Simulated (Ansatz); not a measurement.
**InSe: a bulk modulus from differences**

It was relaxed at this level from a cell as deposited in COD.

Computed with DFT PBE, scalar-relativistic, plane waves, PAW in Ansatz. Plane waves to 420 eV, a 12×12×2 mesh through Γ for the 8-atom cell and 0.02 eV Gaussian smearing; no spin polarisation.

```cif
data_structure
_symmetry_space_group_name_H-M 'P 1'
_symmetry_Int_Tables_number 1
_cell_length_a 4.0863
_cell_length_b 4.0863
_cell_length_c 18.7098
_cell_angle_alpha 90.000
_cell_angle_beta 90.000
_cell_angle_gamma 120.000
_cell_volume 270.56
loop_
_atom_site_label
_atom_site_type_symbol
_atom_site_fract_x
_atom_site_fract_y
_atom_site_fract_z
_atom_site_occupancy
In1 In 0.33333 0.66667 0.17455 1
In2 In 0.66667 0.33333 0.67455 1
In3 In 0.33333 0.66667 0.32545 1
In4 In 0.66667 0.33333 0.82545 1
Se1 Se 0.33333 0.66667 0.60653 1
Se2 Se 0.66667 0.33333 0.10653 1
Se3 Se 0.33333 0.66667 0.89347 1
Se4 Se 0.66667 0.33333 0.39347 1
```

The cell was set to several volumes, with shape and atoms relaxed at each where symmetry leaves them free. Pressure is positive in compression, and energies count from the lowest row.

```csv
row,V (Å³/atom),P (GPa),ΔE (meV/atom),gap on mesh (eV)
1,29.761,1.58,12.9,0.40
2,30.776,0.84,5.4,0.44
3,31.790,?,?,?
4,32.805,0.13,0.3,0.68
5,33.819,0.03,0.0,0.80
6,34.834,-0.07,0.2,0.91
7,35.849,-0.08,0.7,1.02
```

Task: Find B = −V·ΔP/ΔV from rows 4 and 6 and from rows 1 and 2, and from the two its slope B′ and its value B0 at zero pressure.

Result: Rows 4 and 6 give −(32.805 + 34.834)/2 × (-0.07 − (0.13))/(34.834 − 32.805) = 3.3 GPa at a mean pressure of 0.03 GPa. Rows 1 and 2 give −(29.761 + 30.776)/2 × (0.84 − (1.58))/(30.776 − 29.761) = 22.1 GPa at a mean pressure of 1.21 GPa. So B′ = (22.1 − 3.3)/(1.21 − (0.03)) = 15.93 and B0 = 3.3 − 15.93 × (0.03) = 2.8 GPa. A third-order Birch–Murnaghan fit to all the energies gives B0 = 3.7 GPa and B′ = 32.1.

Task: Estimate the pressure and energy of row 3.

Result: From row 5, V0 = 33.819 × (1 + (0.03)/2.8) = 34.181 Å³/atom. Murnaghan's form P = (B0/B′)·[(V0/V)^B′ − 1] gives (2.8/15.93) × [(34.181/31.790)^15.93 − 1] = 0.38 GPa; the computed pressure is 0.38 GPa, so the estimate is off by 0.00 GPa. The work of compression from row 4, with the mean of the two pressures, gives ΔE = 0.3 + (0.38 + 0.13)/2 × (32.805 − 31.790)/160.2 × 1000 = 1.9 meV/atom (1 eV/Å³ = 160.2 GPa); the computed value is 1.7 meV/atom.

Task: Fit the gap against pressure through the other rows and estimate it at the computed pressure of row 3.

Result: Over the 6 rows the mean pressure is 0.4050 GPa and the mean gap is 0.708 eV. The sums of products of deviations are S_xx = 2.247 and S_xy = -0.7526, so the slope is -0.7526/2.247 = -0.3349 (r = -0.90, rms misfit 0.10 eV). At 0.38 GPa the line gives 0.708 + (-0.3349) × (0.38 − 0.4050) = 0.72 eV. The computed value is 0.54 eV, so the line is off by +0.18 eV, more than the largest miss among the fitted rows (0.15 eV). The rows follow a line poorly: the gap bends, or the lowest transition changes along the series.

No dispersion correction is applied, so the spacing and binding between layers, chains or molecules are poorly described. Kohn–Sham gaps at this level usually fall short of measured ones. All volumes keep the k mesh of the relaxed cell. Symmetry constrained the relaxation, so the result can be a saddle point.
